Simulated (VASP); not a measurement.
The system is Be.

```
Be
1.0
     2.17047    0.00000    0.00000
    -0.72349    2.04634    0.00000
    -0.72349   -1.02317    1.77218
Be
1
Direct
  0.00000 0.00000 0.00000
```

This isn't the form of Be at room conditions, which is hcp.

| Quantity | Value |
| --- | --- |
| Program | VASP 6.6.1 |
| Task | relaxation of cell and atoms |
| Functional | RPBE |
| Dispersion | D3(BJ) |
| Potentials or basis | VASP PAW PBE potentials, release 64 (Be) |
| Cutoff | 580 eV |
| k mesh | 15 × 15 × 15 |
| Occupations | fermi-dirac, width 0.1 eV |
| Spin | no spin polarisation |

At the start: pressure -23.8 GPa; volume 7.87 Å³/atom.

Task: How do energy, volume and symmetry change on relaxing?

Result: Over 4 steps the energy falls by 124.1 meV/atom and the volume is 6.40 Å³/atom (-18.7 %); space group Im-3m (No. 229, to 0.05 Å).

The path:
```
step  energy change (eV)  largest force (eV/Å)  pressure (GPa)  volume (Å³)
   1              0.0000                0.0000          -23.79         7.87
   2             -0.1211                0.0000           -4.64         6.61
   3             -0.1241                0.0000           -0.42         6.43
   4             -0.1241                0.0000            0.24         6.40
```

Final structure:
```
Be
1.0
     2.02615    0.00000    0.00000
    -0.67538    1.91027    0.00000
    -0.67538   -0.95514    1.65435
Be
1
Direct
  0.00000 0.00000 0.00000
```

Caveat: the volume moved by over 15 % at a fixed basis, so the end points are rough; the PAW data sets were made with another functional, which shifts forces and pressure a little; pairwise dispersion overbinds metals, which lowers pressure and volume.
